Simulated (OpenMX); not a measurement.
# AlN (F-43m) in OpenMX: notebook, part 2 of 2

OpenMX 3.8.5. Earlier steps stand in the parts before.

## Step 3: Single point, PBE, 10.42 Å³/atom

The input, AlN.dat:

```
System.CurrrentDirectory             ./
System.Name                          AlN
DATA.PATH                            ./DFT_DATA13
level.of.stdout                      1
level.of.fileout                     0
Species.Number                       2
<Definition.of.Atomic.Species
  Al  Al7.0-s2p1d1           Al_PBE13
  N   N6.0-s2p2              N_PBE13
Definition.of.Atomic.Species>

Atoms.Number                         2
Atoms.SpeciesAndCoordinates.Unit     FRAC
<Atoms.SpeciesAndCoordinates
    1  Al    0.0000000000    0.0000000000    0.0000000000   1.500  1.500
    2  N     0.2500000000    0.2500000000    0.2500000000   2.500  2.500
Atoms.SpeciesAndCoordinates>

Atoms.UnitVectors.Unit               Ang
<Atoms.UnitVectors
     0.0000000000    2.1839935596    2.1839935596
     2.1839935596    0.0000000000    2.1839935596
     2.1839935596    2.1839935596    0.0000000000
Atoms.UnitVectors>

scf.XcType                           GGA-PBE
scf.SpinPolarization                 off
scf.ElectronicTemperature            580.226
scf.energycutoff                     400.0
scf.maxIter                          100
scf.EigenvalueSolver                 band
scf.Kgrid                            11 11 11
scf.Mixing.Type                      rmm-diisk
scf.Init.Mixing.Weight               0.05
scf.Min.Mixing.Weight                0.001
scf.Max.Mixing.Weight                0.3
scf.Mixing.History                   25
scf.Mixing.StartPulay                8
scf.criterion                        1.0e-8
MD.Type                              nomd
```

Potentials or basis: OpenMX 2013 PBE set, Al7.0-s2p1d1, N6.0-s2p2, fixed grid of 30 × 30 × 30 points.

Launch:

```console
> openmx AlN.dat -nt 1 > AlN.std
```

AlN.out:

```text
Required cutoff energy (Ryd) for 3D-grids = 400.0000
      Used cutoff energy (Ryd) for 3D-grids = 391.1138, 391.1138, 391.1138
  Num. of grids of a-, b-, and c-axes = 30, 30, 30

  Num.Grid1.    30
  Num.Grid2.    30
  Num.Grid3.    30

  Cell_Volume =    140.598459740271 (Bohr^3)
  GridVol     =      0.005207350361 (Bohr^3)
  Cell vectors (bohr) of the grid cell (gtv)
    gtv_a =  0.000000000000,  0.137571646282,  0.137571646282
    gtv_b =  0.137571646282,  0.000000000000,  0.137571646282
    gtv_c =  0.137571646282,  0.137571646282,  0.000000000000
    |gtv_a| =  0.194555687970
    |gtv_b| =  0.194555687970
    |gtv_c| =  0.194555687970

***********************************************************

[... 157 lines left out ...]
   sum over m      0.268630231  0.268630231   0.537260461   0.000000000
   sum over m+mul  0.268630231  0.268630231   0.537260461   0.000000000

    2    N          Up spin      Down spin     Sum           Diff
            multiple
  s           0    0.806181171  0.806181171   1.612362342   0.000000000
   sum over m      0.806181171  0.806181171   1.612362342   0.000000000
  s           1    0.001553304  0.001553304   0.003106608   0.000000000
   sum over m      0.001553304  0.001553304   0.003106608   0.000000000
   sum over m+mul  0.807734475  0.807734475   1.615468950   0.000000000
  px          0    0.694874581  0.694874581   1.389749163   0.000000000
  py          0    0.694874748  0.694874748   1.389749496   0.000000000
  pz          0    0.694874753  0.694874753   1.389749505   0.000000000
   sum over m      2.084624082  2.084624082   4.169248164   0.000000000
  px          1   -0.006258491 -0.006258491  -0.012516982   0.000000000
  py          1   -0.006258467 -0.006258467  -0.012516935   0.000000000
  pz          1   -0.006258466 -0.006258466  -0.012516933   0.000000000
   sum over m     -0.018775425 -0.018775425  -0.037550849   0.000000000
   sum over m+mul  2.065848657  2.065848657   4.131697315   0.000000000

***********************************************************
       xyz-coordinates (Ang) and forces (Hartree/Bohr)
***********************************************************

<coordinates.forces
  2
    1    Al     0.00000   0.00000   0.00000  -0.000030132776 -0.000030236677 -0.000030208063
    2     N     1.09200   1.09200   1.09200   0.000030866730  0.000030970590  0.000030941984
coordinates.forces>

***********************************************************
       Fractional coordinates of the final structure
***********************************************************

     1     Al     0.00000000000000   0.00000000000000   0.00000000000000
     2      N     0.25000000000000   0.25000000000000   0.25000000000000
```

AlN.std:

```text
*******************************************************
 Welcome to OpenMX   Ver. 3.8.5
 Copyright (C), 2002-2014, T. Ozaki
 OpenMX comes with ABSOLUTELY NO WARRANTY.
 This is free software, and you are welcome to
 redistribute it under the constitution of the GNU-GPL.
*******************************************************
[... 203 lines left out ...]
  Uzs   =       0.000000000000
  Uzo   =       0.000000000000
  Uef   =       0.000000000000
  UvdW  =       0.000000000000
  Utot  =     -12.586879549598

*******************************************************
             MD or geometry opt. at MD = 1
*******************************************************

outputting data on grids to files...

The calculation was normally finished.
```

Wall time 36 s (1 thread of Arm Neoverse V2, shared host); peak memory 0.41 GiB.

Results:

* Free energy: -342.5064 eV
* Band gap on the k mesh: 3.43 eV, indirect (least direct gap 5.01 eV)
* Mulliken charges: Al +0.75; N -0.75 e

Caveat: Mulliken charges move with the basis; an odd mesh through Γ misses points on the zone boundary, where band edges often lie; the basis of atomic orbitals isn't converged, which shifts pressures, moduli and gaps.

## Step 4: Single point, PBE, 10.21 Å³/atom (volume scaled by 0.98)

Changes to AlN.dat since step 3:

```diff
@@ -20,5 +20,5 @@
 <Atoms.UnitVectors
-     0.0000000000    2.1839935596    2.1839935596
-     2.1839935596    0.0000000000    2.1839935596
-     2.1839935596    2.1839935596    0.0000000000
+     0.0000000000    2.1693354430    2.1693354430
+     2.1693354430    0.0000000000    2.1693354430
+     2.1693354430    2.1693354430    0.0000000000
 Atoms.UnitVectors>
@@ -28,3 +28,2 @@
 scf.ElectronicTemperature            580.226
-scf.energycutoff                     400.0
 scf.maxIter                          100
@@ -40 +39,3 @@
 MD.Type                              nomd
+scf.Ngrid                            30 30 30
+scf.energycutoff                     400.0
```

Launch:

```console
> openmx AlN.dat -nt 1 > AlN.std
```

Wall time 37 s (1 thread of Arm Neoverse V2, shared host); peak memory 0.42 GiB.

It converged, with:

```yaml
Free_energy: -342.4870 eV
Band_gap_on_the_k_mesh: 3.44 eV, indirect (least direct gap 5.22 eV)
Mulliken_charges: Al +0.75; N -0.75 e
```

Caveat: Mulliken charges move with the basis; an odd mesh through Γ misses points on the zone boundary, where band edges often lie; the basis of atomic orbitals isn't converged, which shifts pressures, moduli and gaps.

## Step 5: Single point, PBE, 10.63 Å³/atom (volume scaled by 1.02)

Changes to AlN.dat since step 4:

```diff
@@ -20,5 +20,5 @@
 <Atoms.UnitVectors
-     0.0000000000    2.1693354430    2.1693354430
-     2.1693354430    0.0000000000    2.1693354430
-     2.1693354430    2.1693354430    0.0000000000
+     0.0000000000    2.1984575146    2.1984575146
+     2.1984575146    0.0000000000    2.1984575146
+     2.1984575146    2.1984575146    0.0000000000
 Atoms.UnitVectors>
```

Launch:

```console
> openmx AlN.dat -nt 1 > AlN.std
```

Wall time 35 s (1 thread of Arm Neoverse V2, shared host); peak memory 0.35 GiB.

It converged, with:

```
Free energy            : -342.5152 eV
Band gap on the k mesh : 3.41 eV, indirect (least direct gap 4.80 eV)
Mulliken charges       : Al +0.74; N -0.74 e
```

Caveat: Mulliken charges move with the basis; an odd mesh through Γ misses points on the zone boundary, where band edges often lie; the basis of atomic orbitals isn't converged, which shifts pressures, moduli and gaps.

## Step 6: Single point, PBE, 10.00 Å³/atom (volume scaled by 0.96)

Changes to AlN.dat since step 5:

```diff
@@ -20,5 +20,5 @@
 <Atoms.UnitVectors
-     0.0000000000    2.1984575146    2.1984575146
-     2.1984575146    0.0000000000    2.1984575146
-     2.1984575146    2.1984575146    0.0000000000
+     0.0000000000    2.1544765148    2.1544765148
+     2.1544765148    0.0000000000    2.1544765148
+     2.1544765148    2.1544765148    0.0000000000
 Atoms.UnitVectors>
```

Potentials or basis: OpenMX 2013 PBE set, Al7.0-s2p1d1, N6.0-s2p2, fixed grid of 30 × 30 × 30 points.

Launch:

```console
> openmx AlN.dat -nt 1 > AlN.std
```

It took 37 s on 1 thread of Arm Neoverse V2, shared host; peak memory 0.37 GiB.

Results (log left out):

```
Free energy            : -342.4556 eV
Band gap on the k mesh : 3.45 eV, indirect (least direct gap 5.28 eV)
Mulliken charges       : Al +0.76; N -0.76 e
```

Caveat: Mulliken charges move with the basis; an odd mesh through Γ misses points on the zone boundary, where band edges often lie; the basis of atomic orbitals isn't converged, which shifts pressures, moduli and gaps.

## Step 7: Single point, PBE, 10.83 Å³/atom (volume scaled by 1.04)

Changes to AlN.dat since step 6:

```diff
@@ -20,5 +20,5 @@
 <Atoms.UnitVectors
-     0.0000000000    2.1544765148    2.1544765148
-     2.1544765148    0.0000000000    2.1544765148
-     2.1544765148    2.1544765148    0.0000000000
+     0.0000000000    2.2127336128    2.2127336128
+     2.2127336128    0.0000000000    2.2127336128
+     2.2127336128    2.2127336128    0.0000000000
 Atoms.UnitVectors>
```

Launch:

```console
> openmx AlN.dat -nt 1 > AlN.std
```

Wall time 34 s (1 thread of Arm Neoverse V2, shared host); peak memory 0.4 GiB.

Results (log left out):

```
Free energy            : -342.5143 eV
Band gap on the k mesh : 3.40 eV, indirect (least direct gap 4.60 eV)
Mulliken charges       : Al +0.74; N -0.74 e
```

Caveat: Mulliken charges move with the basis; an odd mesh through Γ misses points on the zone boundary, where band edges often lie; the basis of atomic orbitals isn't converged, which shifts pressures, moduli and gaps.

## Step 8: Single point, PBE, 9.79 Å³/atom (volume scaled by 0.94)

Changes to AlN.dat since step 7:

```diff
@@ -20,5 +20,5 @@
 <Atoms.UnitVectors
-     0.0000000000    2.2127336128    2.2127336128
-     2.2127336128    0.0000000000    2.2127336128
-     2.2127336128    2.2127336128    0.0000000000
+     0.0000000000    2.1394097525    2.1394097525
+     2.1394097525    0.0000000000    2.1394097525
+     2.1394097525    2.1394097525    0.0000000000
 Atoms.UnitVectors>
```

Launch:

```console
> openmx AlN.dat -nt 1 > AlN.std
```

Run time: 37 s. Hardware: 1 thread of Arm Neoverse V2, shared host; peak memory 0.43 GiB.

Results (log left out):

```yaml
Free_energy: -342.4110 eV
Band_gap_on_the_k_mesh: 3.47 eV, indirect (least direct gap 5.32 eV)
Mulliken_charges: Al +0.77; N -0.77 e
```

Caveat: Mulliken charges move with the basis; an odd mesh through Γ misses points on the zone boundary, where band edges often lie; the basis of atomic orbitals isn't converged, which shifts pressures, moduli and gaps.

## Step 9: Single point, PBE, 11.04 Å³/atom (volume scaled by 1.06)

Changes to AlN.dat since step 8:

```diff
@@ -20,5 +20,5 @@
 <Atoms.UnitVectors
-     0.0000000000    2.1394097525    2.1394097525
-     2.1394097525    0.0000000000    2.1394097525
-     2.1394097525    2.1394097525    0.0000000000
+     0.0000000000    2.2268278375    2.2268278375
+     2.2268278375    0.0000000000    2.2268278375
+     2.2268278375    2.2268278375    0.0000000000
 Atoms.UnitVectors>
```

Potentials or basis: OpenMX 2013 PBE set, Al7.0-s2p1d1, N6.0-s2p2, fixed grid of 30 × 30 × 30 points.

Launch:

```console
> openmx AlN.dat -nt 1 > AlN.std
```

It took 34 s on 1 thread of Arm Neoverse V2, shared host; peak memory 0.34 GiB.

The run converged. Its results:

* Free energy: -342.5046 eV
* Band gap on the k mesh: 3.39 eV, indirect (least direct gap 4.41 eV)
* Mulliken charges: Al +0.73; N -0.73 e

Caveat: Mulliken charges move with the basis; an odd mesh through Γ misses points on the zone boundary, where band edges often lie; the basis of atomic orbitals isn't converged, which shifts pressures, moduli and gaps.

## Step 10: Equation of state, PBE

This step only gathers the single runs of the series.

The run converged. Its results:

```
Equilibrium volume                      : 10.71 Å³/atom
Bulk modulus                            : 184 GPa
Pressure derivative of the bulk modulus : 4.2
```

Energy against volume, from the lowest point:
| volume (Å³/atom) | energy (meV/atom) |
| --- | --- |
| 9.792 | 52.11 |
| 10.001 | 29.81 |
| 10.209 | 14.10 |
| 10.417 | 4.39 |
| 10.626 | 0.00 |
| 10.834 | 0.46 |
| 11.042 | 5.33 |

Caveat: volumes in these bases differ from converged ones by about 1 %, for some elements by several; the basis of atomic orbitals isn't converged, which shifts pressures, moduli and gaps.
